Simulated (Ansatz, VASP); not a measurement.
This is a calculation of NiO for Ansatz 0.2.0. 

Contents of input.yaml:

```yaml
crystal:
  lattice:
    - [0.0, 2.0859016414, 2.0859016414]
    - [2.0859016414, 0.0, 2.0859016414]
    - [2.0859016414, 2.0859016414, 0.0]
  atoms:
    - { symbol: Ni, position: [0.011061, -0.001974, -0.007216], spin: 1.0 }
    - { symbol: O, position: [0.513742, 0.493164, 0.500394] }
hamiltonian:
  xc: pbe
  pseudopotentials: { kind: paw }
magnetization:
  spin_polarized: true
kpoints:
  mp_grid: { grid: [11, 11, 11] }
scf:
  occupations: { method: fermi_dirac, width: 0.1 }
output:
  forces: true
  stress: true
  eigenvalues: true
```

Potentials or basis: Ansatz PAW.

Command:

```sh
$ ansatz run input.yaml --threads 1 --pin off --max-ram 3584MiB --backend cpu --events-out ev --progress --plain --runs-dir out
```

Problem. What does the same run look like in VASP 6.6.1? Potentials or basis there: PBE PAW files Ni_pv, O, 520 eV.

Solution. As run (cutoffs and basis follow the program's own potentials, and thresholds, step limits or extra output files can differ):

INCAR

```
ALGO = Fast ; EDIFF = 1E-6
ENCUT = 520 ; GGA = PE
ISIF = 2 ; ISMEAR = -1
ISPIN = 2 ; LASPH = True
LCHARG = True ; LELF = True
LMAXMIX = 4 ; LORBIT = 11
LREAL = False ; LVHAR = True
LWAVE = False ; MAGMOM = 1 0
NELM = 100 ; PREC = Accurate
SIGMA = 0.1
```

File KPOINTS:

```
k-points
0
Gamma
  11 11 11
```

File POSCAR:

```
NiO
1.0
    0.0000000000      2.0859016414      2.0859016414
    2.0859016414      0.0000000000      2.0859016414
    2.0859016414      2.0859016414      0.0000000000
Ni O
1 1
Direct
    0.0110610000     -0.0019740000     -0.0072160000
    0.5137420000      0.4931640000      0.5003940000
```

Potentials or basis: VASP PAW PBE potentials, release 64 (Ni_pv, O).

Command:

```console
$ cat potpaw_PBE.64/Ni_pv/POTCAR potpaw_PBE.64/O/POTCAR > POTCAR
$ mpirun -np 1 vasp_std > vasp.out
```

Both were run:

|  | Ansatz | VASP |
| --- | --- | --- |
| Pressure | 5.3 GPa | 3.9 GPa |
| Largest force | 0.067 eV/Å | 0.070 eV/Å |
| Net moment | 1.67 μB per cell | 1.66 μB per cell |

Ansatz's pressure holds a Pulay term of +0.74 GPa for its cutoff of 420 eV, which the other run lacks.

The potentials hold 24 and 22 valence electrons a cell.

Where Ansatz's input types no cutoff or centring, it takes its own default and a Γ-centred mesh.

The magnetic state is the one that the start led to; the real crystal's order can differ.

Pressure is positive in compression.
